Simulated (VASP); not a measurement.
# I (Im-3m) in VASP: a series of runs

One crystal, I, is run at these levels: PBE; tasks: single point.

Program: VASP 6.6.1. These are calculated values, not measurements. Logs are shortened: lines on timing, memory, paths and dates and some standing lists are left out, and cuts for length are marked.

## 1. The crystal as given

Symmetry: Im-3m, No. 229, cubic system. Conventional cell: a = 4.179 Å, b = 4.179 Å, c = 4.179 Å, α = 90.00°, β = 90.00°, γ = 90.00°. Around I (site symmetry m-3m) lie 8 I at 3.62 Å.

The real solid is made of molecules; this cell is a model form.

## 2. Single point, PBE

Input file INCAR:

```
SYSTEM = I
PREC = Accurate
ENCUT = 520
EDIFF = 1E-6
ISMEAR = 0
SIGMA = 0.05
LREAL = .FALSE.
LASPH = .TRUE.
NELM = 100
ALGO = Normal
ISIF = 2
LWAVE = .FALSE.
LCHARG = .FALSE.
GGA = PE
NBANDS = 10
ADDGRID = .FALSE.
```

Input file KPOINTS:

```
Automatic mesh
0
G
  9 9 9
  0 0 0
```

Input file POSCAR:

```
I
1.0
   -2.1240960000      2.1667550000      2.1089740000
    2.1114880000     -2.1329730000      2.0625830000
    2.0399160000      2.0487930000     -2.0751920000
I
1
Direct
    0.0126280000     -0.0160290000     -0.0040210000
```

Potentials or basis: VASP PAW PBE potentials, release 64 (I).

The run is started by

```bash
$ cat potpaw_PBE.64/I/POTCAR > POTCAR
$ mpirun -np 1 vasp_std > vasp.out
```

OUTCAR:

```text
SYSTEM = I
   PREC = Accurate
   ENCUT = 520
   EDIFF = 1E-6
   ISMEAR = 0
   LREAL = .FALSE.
   LASPH = .TRUE.
   NELM = 100
   ISIF = 2
   GGA = PE

 Found    365 irreducible k-points:

 Following reciprocal coordinates:
            Coordinates               Weight
  0.000000  0.000000  0.000000      1.000000
  0.111111 -0.000000  0.000000      2.000000
  0.222222  0.000000  0.000000      2.000000
  0.333333  0.000000  0.000000      2.000000
  0.444444  0.000000  0.000000      2.000000
  0.000000  0.111111 -0.000000      2.000000
   k-points           NKPTS =    365   k-points in BZ     NKDIM =    365   number of bands    NBANDS=     10
   number of dos      NEDOS =    301   number of ions     NIONS =      1
   total plane-waves  NPLWV =  21952
   dimension x,y,z NGX =    28 NGY =   28 NGZ =   28
   dimension x,y,z NGXF=    56 NGYF=   56 NGZF=   56
   ions per type =               1
   NGX,Y,Z   is equivalent  to a cutoff of  12.60, 12.78, 13.08 a.u.
   NGXF,Y,Z  is equivalent  to a cutoff of  25.19, 25.56, 26.16 a.u.
 SYSTEM =  I
   PREC   = accura    normal or accurate (medium, high low for compatibility)
   ISTART =      0    job   : 0-new  1-cont  2-samecut
   ICHARG =      2    charge: 1-file 2-atom 10-const
   ISPIN  =      1    spin polarized calculation?
   LNONCOLLINEAR =      F non collinear calculations
   LSORBIT =      F    spin-orbit coupling
   LASPH  =      T    aspherical Exc in radial PAW
   ENCUT  =  520.0 eV  38.22 Ry    6.18 a.u.   6.87  6.77  6.62*2*pi/ulx,y,z
   NELM   =    100;   NELMIN=  2; NELMDL= -5     # of ELM steps
   EDIFF  = 0.1E-05   stopping-criterion for ELM
   LREAL  =      F    real-space projection
   EDIFFG = 0.1E-04   stopping-criterion for IOM
   NSW    =      0    number of steps for IOM
   IBRION =     -1    ionic relax: 0-MD 1-quasi-New 2-CG
   NFREE  =      0    steps in history (QN), initial steepest desc. (CG)
   ISIF   =      2    stress and relaxation
   ISYM   =      2    0-nonsym 1-usesym 2-fastsym
   POTIM  = 0.5000    time-step for ionic-motion
   TEBEG  =    0.0;   TEEND  =   0.0 temperature during run
   PSTRESS=    0.0 pullay stress
   NELECT =       7.0000    total number of electrons
   NUPDOWN=      -1.0000    fix difference up-down
   EMIN   =  10.00;   EMAX   =-10.00  energy-range for DOS
   EFERMI =   0.00;   METHOD = LEGACY
   ISMEAR =     0;   SIGMA  =   0.05  broadening in eV -4-tet -1-fermi 0-gaus
   EFERMI_NEDOS =   21; number of points for ismear=-14 and -15
   IALGO  =     38    algorithm
   IMIX   =      4    mixing-type and parameters
     AMIX     =   0.40;   BMIX     =  1.00
     AMIX_MAG =   1.60;   BMIX_MAG =  1.00
  volume/ion in A,a.u.               =      36.48       246.21
  Fermi-wavevector in a.u.,A,eV,Ry     =   0.944215  1.784308 12.130170  0.891542
  Thomas-Fermi vector in A             =   2.071998
   LORBIT       =      0    0 simple, 1 ext, 2 COOP (PROOUT), +10 PAW based schemes
   GGA     = PE    functional components
   LHFCALC =     F    Hartree Fock is set to
   AEXX    =    0.0000 exact exchange contribution
   IVDW    =     0    specifies the selected vdW correction
   LEPSILON=     F    determine dielectric tensor
   LRPA    =     F    only Hartree local field effects (RPA)
 non-spin polarized calculation
 Gauss-broadening in eV      SIGMA  =   0.05
  energy-cutoff  :      520.00
  volume of cell :       36.48
 maximum number of plane-waves:       999
   NGX = 13   NGY = 13   NGZ = 13

 number of electron       7.0000000 magnetization

 Free energy of the ion-electron system (eV)
  ---------------------------------------------------
  ext. energy  EPLUGINS =         0.00000000
  ---------------------------------------------------
  free energy    TOTEN  =        -1.05337883 eV

  energy without entropy =       -1.05039462  energy(sigma->0) =       -1.05188673

 E-fermi :   4.1026     XC(G=0):  -8.9172

 val. band max:        4.0939553056   @ k =  -0.1111   0.1111   0.3333
 cond. band min:       4.1027215689   @ k =  -0.4444   0.0000   0.2222
 fundamental gap:      0.0087662634
 Fermi energy:         4.1025909603

 k-point     1 :       0.0000    0.0000    0.0000
  band No.  band energies     occupation
      1      -9.1892      2.00000
      2       4.7393      0.00000
      3       4.9029      0.00000
      4       5.0194      0.00000
      5      10.9177      0.00000
      6      13.6189      0.00000
      7      13.7592      0.00000
      8      14.1752      0.00000
      9      16.0576      0.00000
     10      16.2722      0.00000

 k-point     2 :       0.1111   -0.0000    0.0000
  band No.  band energies     occupation
      1      -9.0664      2.00000
      2       3.9910      1.99841
      3       4.6497      0.00000
      4       4.9350      0.00000
      5      11.5761      0.00000
      6      13.2547      0.00000
      7      13.4329      0.00000
      8      14.5747      0.00000
      9      15.3569      0.00000
     10      15.7311      0.00000

 k-point     3 :       0.2222    0.0000    0.0000
  band No.  band energies     occupation
      1      -8.7272      2.00000
      2       2.3664      2.00000
      3       4.1790      0.03074
      4       4.8382      0.00000
      5      11.3476      0.00000
      6      12.4365      0.00000
      7      14.1738      0.00000
      8      15.4831      0.00000
      9      15.9419      0.00000
     10      16.1949      0.00000

 k-point     4 :       0.3333    0.0000    0.0000
  band No.  band energies     occupation
      1      -8.2759      2.00000
      2       0.8452      2.00000
      3       3.7219      2.00000
      4       4.7381      0.00000
      5      10.5014      0.00000
      6      11.7934      0.00000
      7      15.5231      0.00000
      8      15.8684      0.00000
      9      17.4848      0.00000
     10      18.4172      0.00000

 k-point     5 :       0.4444    0.0000    0.0000
  band No.  band energies     occupation
      1      -7.9259      2.00000
      2      -0.0829      2.00000
      3       3.4566      2.00000
      4       4.6725      0.00000
      5      10.0309      0.00000
      6      11.4558      0.00000
      7      16.6357      0.00000
      8      16.8270      0.00000
      9      17.9488      0.00000
     10      18.5643      0.00000

 k-point     6 :       0.0000    0.1111   -0.0000
  band No.  band energies     occupation
      1      -9.0595      2.00000
      2       4.0678      1.67446
      3       4.5586      0.00000
      4       4.9130      0.00000
      5      11.5721      0.00000
      6      13.2121      0.00000
      7      13.6249      0.00000
      8      14.3357      0.00000
      9      15.3706      0.00000
     10      15.6008      0.00000

 [... further k-points ...]

------------------------ aborting loop because EDIFF is reached ----------------------------------------

  FORCE on cell =-STRESS in cart. coord.  units (eV):
  Direction    XX          YY          ZZ          XY          YZ          ZX
  --------------------------------------------------------------------------------------
  -------------------------------------------------------------------------------------
  Total       -0.0764450     -0.0606433     -0.0548884     -0.4676834      0.1294315     -0.0128992
  in kB       -3.3569909     -2.6630795     -2.4103560    -20.5377562      5.6838308     -0.5664550
  external PRESSURE =      -2.8101421 kB  Pullay stress =       0.0000000 kB

 VOLUME and BASIS-vectors are now :
 -----------------------------------------------------------------------------
  energy-cutoff  :      520.00
  volume of cell :       36.48
      direct lattice vectors                 reciprocal lattice vectors
    -2.124096000  2.166755000  2.108974000     0.005496097  0.235420953  0.237828778
     2.111488000 -2.132973000  2.062583000     0.241671392  0.002899229  0.240425590
     2.039916000  2.048793000 -2.075192000     0.245788549  0.242134979 -0.001217987

 POSITION                                       TOTAL-FORCE (eV/Angst)
 -----------------------------------------------------------------------------------
      4.08253     -0.03087     -0.01069        -0.000000      0.000000      0.000000
 -----------------------------------------------------------------------------------
    total drift:                                0.000000      0.000000      0.000001

  FREE ENERGIE OF THE ION-ELECTRON SYSTEM (eV)
  ---------------------------------------------------
  free  energy   TOTEN  =        -1.0533788305 eV

  energy  without entropy=       -1.0503946210  energy(sigma->0) =       -1.05188673
```

Run time: 56 s. Hardware: 1 thread of Intel Xeon Platinum 8488C (Sapphire Rapids), shared host; peak memory 0.25 GiB.

These settings aren't checked as converged: the numbers below hold their error.

What came out:

- Free energy: -1.0534 eV
- Pressure: -0.3 GPa
- Band gap on the k mesh: none (metal or under the smearing width)

Caveat: an odd number of electrons without spin polarisation forces a metal; a magnetic or distorted state may lie lower.

## 3. Single point, PBE

This run uses another cell than the first one, of the same volume but with other edges.

Input file INCAR:

```
PREC     = Accurate       # precision mode
ENCUT    = 500            # plane-wave cutoff, eV
EDIFF    = 1E-7           # SCF threshold, eV
ISMEAR   = 0              # smearing method
SIGMA    = 0.02           # smearing width, eV
LREAL    = False          # projectors in reciprocal space
LASPH    = True           # aspherical terms in the spheres
NELM     = 60             # most SCF steps
ALGO     = Fast           # electronic algorithm
ISIF     = 2              # what is computed and relaxed
LWAVE    = False          # write WAVECAR
LCHARG   = False          # write CHGCAR
GGA      = PE             # functional
```

Input file KPOINTS:

```
regular mesh
0
Gamma
  4 4 4
```

Input file POSCAR:

```
I
1.0
   -2.0893754423      2.0893754423      2.0893754423
    2.0893754423     -2.0893754423      2.0893754423
    2.0893754423      2.0893754423     -2.0893754423
I
1
Direct
    0.0000000000      0.0000000000      0.0000000000
```

Potentials or basis: VASP PAW PBE potentials, release 64 (I_GW).

The run is started by

```bash
$ cat potpaw_PBE.64/I_GW/POTCAR > POTCAR
$ mpirun -np 1 vasp_std > vasp.out
```

Run time: 3.1 s. Hardware: 1 thread of Intel Xeon 6975P-C (Granite Rapids), shared host; peak memory 0.14 GiB.

It converged, with:

- Free energy: -1.1367 eV
- Pressure: -0.6 GPa
- Band gap on the k mesh: none (metal or under the smearing width)

Levels at points of the mesh, in eV from the Fermi level:
```tsv
k point	band 1	band 2	band 3	band 4	band 5	band 6	band 7
(0.00, 0.00, 0.00)	-13.30	0.77	0.77	0.77	6.79	9.90	9.90
(0.50, 0.00, 0.00)	-11.93	-4.32	-0.80	0.47	5.78	7.26	12.79
(0.50, 0.50, 0.50)	-11.04	-2.54	-2.54	-2.54	4.58	4.58	16.03
```

Caveat: the k mesh is coarse (spacing up to 0.53 Å⁻¹), so the values aren't converged; an odd number of electrons without spin polarisation forces a metal; a magnetic or distorted state may lie lower.
